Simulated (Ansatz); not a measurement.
BeO in space group P6_3mc (No. 186; Pearson symbol hP12), a = 2.6884 Å, b = 2.6884 Å, c = 13.1470 Å, α = 90.00°, β = 90.00°, γ = 120.00°.

Relaxed with PBEsol.

### Question
Give the optical modes at the zone centre with their infrared activity from DFPT, PBEsol in the plane-wave PAW code Ansatz.

### Answer
Transverse frequencies, without the LO–TO term; a row sums one degenerate level.

```csv
ω (cm⁻¹),degeneracy,IR ((D/Å)²/amu),activity,symmetry
161,2,0.00,IR-inactive,E2
162,2,0.00,IR-inactive,E2
277,2,0.00,IR-inactive,E1
281,2,0.01,IR-inactive,E1
313,1,0.00,IR-inactive,B1
315,1,0.00,IR-inactive,B1
322,2,0.00,IR-inactive,E2
570,1,0.21,IR,A1
576,1,0.08,IR,A1
696,2,0.00,IR-inactive,E2
701,2,0.10,IR,E1
706,1,0.00,IR-inactive,B1
707,2,2.52,IR,E1
711,1,78.71,IR,A1
714,2,0.00,IR-inactive,E2
720,2,0.00,IR-inactive,E2
723,2,152.05,IR,E1
891,1,0.00,IR-inactive,B1
962,1,0.02,IR,A1
969,1,0.01,IR,A1
1042,1,0.00,IR-inactive,B1
1048,1,0.00,IR-inactive,B1
```

### Question
How high does the top mode go among those that the LO–TO term moves?

### Answer
1079 cm⁻¹ for q along x, 1079 cm⁻¹ for q along y, 1074 cm⁻¹ for q along z.

A made-up cell: these elements were put on the sites of a structure type. Its sites differ from those of the usual phase in this space group: another stacking or structure type. The PBEsol relaxation kept the symmetry of its start; of distortions, only those at the zone centre were tested.

Potentials: the later of the program's two PAW sets.
